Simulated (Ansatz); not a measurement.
**GaSb: equation of state with PBE0**

GaSb:

```xyz
2
Lattice="-2.7534 2.7534 1.5907 2.7534 -2.7534 1.5907 2.7534 2.7534 -1.5907" Properties=species:S:1:pos:R:3 pbc="T T T"
Sb    0.0000    0.0000    0.0000
Ga    0.0000    2.7534    0.7954
```

Measurements of this composition are mostly on another form, of space group No. 216.

```yaml
Program: Ansatz 0.2.0
Task: equation of state
Functional: PBE0
Potentials_or_basis: Ansatz PAW
Cutoff: 420 eV
Density_cutoff: 1680 eV
k_mesh: 6 × 6 × 6
Occupations: fermi-dirac, width 0.05 eV
Spin: no spin polarisation
```

```json
{
 "Equilibrium volume": "23.41 Å³/atom",
 "Bulk modulus at fixed shape and positions": "62 GPa",
 "Pressure derivative of the bulk modulus": "4.9"
}
```

Energy against volume, from the lowest point:
| volume (Å³/atom) | energy (meV/atom) |
| --- | --- |
| 22.672 | 4.40 |
| 23.155 | 0.16 |
| 23.637 | 0.00 |
| 24.120 | 3.49 |
| 24.602 | 10.16 |
| 25.084 | 19.70 |
| 25.567 | 31.75 |

All runs of the series together: 8.8 min on 2 threads of Intel(R) Xeon(R) Platinum 8259CL CPU @ 2.50GHz (Skylake/Cascade Lake) (shared host).

Caveat: the k mesh is coarse (spacing up to 0.38 Å⁻¹), so the values aren't converged, least of all with exact exchange; the cell was scaled at fixed shape and fractional positions, which overstates the stiffness of a crystal with free parameters, most of all of layers and chains; the PAW data sets were made with another functional, which shifts forces and pressure a little. The run has no spin-orbit coupling, so splittings on Sb are missing.
